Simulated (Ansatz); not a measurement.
# Frozen-phonon scan for GeO2 (alpha-quartz type, space group P3_121)

GeO$_{2}$ (alpha-quartz type, space group P3_121)

```
GeO2
1.0
    5.09349     0.00000     0.00000
   -2.54674     4.41109     0.00000
    0.00000     0.00000     5.76775
Ge O
3 6
Direct
  0.45565   0.00000   0.83333
  0.00000   0.45565   0.16667
  0.54435   0.54435   0.50000
  0.39740   0.29816   0.74186
  0.70184   0.09924   0.07519
  0.90076   0.60260   0.40853
  0.09924   0.70184   0.92481
  0.29816   0.39740   0.25814
  0.60260   0.90076   0.59147
```

A phonon eigenvector at Γ is frozen into this cell: atom i moves by Q times the vector below, so Q is the largest atomic displacement, in Å. The cell is held.

| atom | x | y | z |
|---|---|---|---|
| Ge1 | 0.000 | -0.101 | 0.208 |
| Ge2 | 0.087 | 0.050 | 0.208 |
| Ge3 | -0.087 | 0.050 | 0.208 |
| O4 | -0.408 | 0.781 | -0.473 |
| O5 | -0.472 | -0.744 | -0.473 |
| O6 | 0.881 | -0.037 | -0.473 |
| O7 | 0.408 | 0.781 | -0.473 |
| O8 | -0.881 | -0.037 | -0.473 |
| O9 | 0.472 | -0.744 | -0.473 |

Calculation: PBE (plane waves to 420 eV, PAW, scalar-relativistic; Ansatz, a program for electronic structure). k mesh 8×8×6 (Γ-centred), Fermi-Dirac smearing 0.05 eV. Energies are smeared free energies. Compression counts positive. GeO2 was relaxed with its symmetry unable to fall. The zero of ΔE is the undisplaced structure.

| Q (Å) | ΔE (meV/cell) | P (GPa) | −dE/dQ from forces (eV/Å) |
|---|---|---|---|
| -0.180 | 4414 | 17.2 | 52.773 |
| -0.150 | 2995 | 11.8 | 42.050 |
| -0.120 | 1880 | 7.5 | 32.409 |
| -0.090 | 1042 | 4.2 | 23.601 |
| -0.060 | 458 | 1.9 | 15.401 |
| -0.030 | 114 | 0.5 | 7.602 |
| 0.000 | 0 | 0.0 | 0.000 |
| 0.030 | 114 | 0.5 | -7.602 |
| 0.060 | 458 | 1.9 | -15.401 |
| 0.090 | 1042 | 4.2 | -23.601 |
| 0.120 | 1880 | 7.5 | -32.409 |
| 0.150 | 2995 | 11.8 | -42.050 |
| 0.180 | 4414 | 17.2 | -52.773 |

Summary:

Energy at Q = 0.180 Å: 4414 meV/cell
Space group of the distorted cell: P3_1 (No. 144), lowered from P3_121
Symmetry of the curve: even: the same for both signs
Shape of the curve: a single well with its minimum at or next to zero displacement
Harmonic wavenumber from the curvature (finite differences): 798 cm⁻¹
Wavenumber by perturbation theory (DFPT, on another k mesh): 798 cm⁻¹

(For displaced atoms, the force is minus the slope of the energy, and its curvature is a force constant, which sets phonon frequencies.)
